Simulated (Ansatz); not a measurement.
**What a change of settings does to a run on MgS**

The cell is COD entry 9008672, as deposited and not checked against the literature; nothing was relaxed.

First run: DFT, PBEsol, PAW with Ansatz's default frozen-core files, scalar-relativistic (Ansatz 0.2.0).

Command: `ansatz run input.yaml --threads 1 --pin off --max-ram 2048MiB --backend cpu --events-out ev --progress --plain --runs-dir out` The run took 2.8 s on 1 thread of Arm Neoverse V1, on a shared host, peak memory 0.3 GiB.

```yaml
crystal:
  lattice:
    - [0.0, 2.60165, 2.60165]
    - [2.60165, 0.0, 2.60165]
    - [2.60165, 2.60165, 0.0]
  atoms:
    - { symbol: Mg, position: [0.0, 0.0, 0.0] }
    - { symbol: S, position: [0.5, 0.5, 0.5] }
kpoints:
  mp_grid: { grid: [10, 10, 10] }
  band_path:
    path:
      - [0.0, 0.0, 0.0]
      - [0.5, 0.0, 0.5]
      - [0.625, 0.25, 0.625]
      - [0.375, 0.375, 0.75]
      - [0.0, 0.0, 0.0]
      - [0.5, 0.5, 0.5]
      - [0.5, 0.25, 0.75]
      - [0.5, 0.0, 0.5]
    npoints: 5
scf:
  occupations: { method: fermi_dirac, width: 0.03 }
hamiltonian:
  xc: pbesol
  pseudopotentials: { kind: paw }
output:
  forces: true
  stress: true
  eigenvalues: true
  efg: { contact_densities: true }
```

Result: converged; pressure -0.94 GPa; gap on the k mesh 2.70 eV; 6 SCF iterations.

A second run of a changed input logged this at its end:

```
Error: inconsistent input (magnetization.spin_polarized): false but per-atom `spin:`, `per_species`, `initial_magnetization`, `magnetic_field`, or `spin_locking` is set
```

Task: What was wrong with the input?

Result: A moment without spin polarisation, by this change (others could give a like log):
```diff
@@ -5,5 +5,5 @@
     - [2.60165, 2.60165, 0.0]
   atoms:
-    - { symbol: Mg, position: [0.0, 0.0, 0.0] }
+    - { symbol: Mg, position: [0.0, 0.0, 0.0], spin: 2.0 }
     - { symbol: S, position: [0.5, 0.5, 0.5] }
 kpoints:
@@ -22,4 +22,5 @@
 scf:
   occupations: { method: fermi_dirac, width: 0.03 }
+  max_iter: 75
 hamiltonian:
   xc: pbesol
```
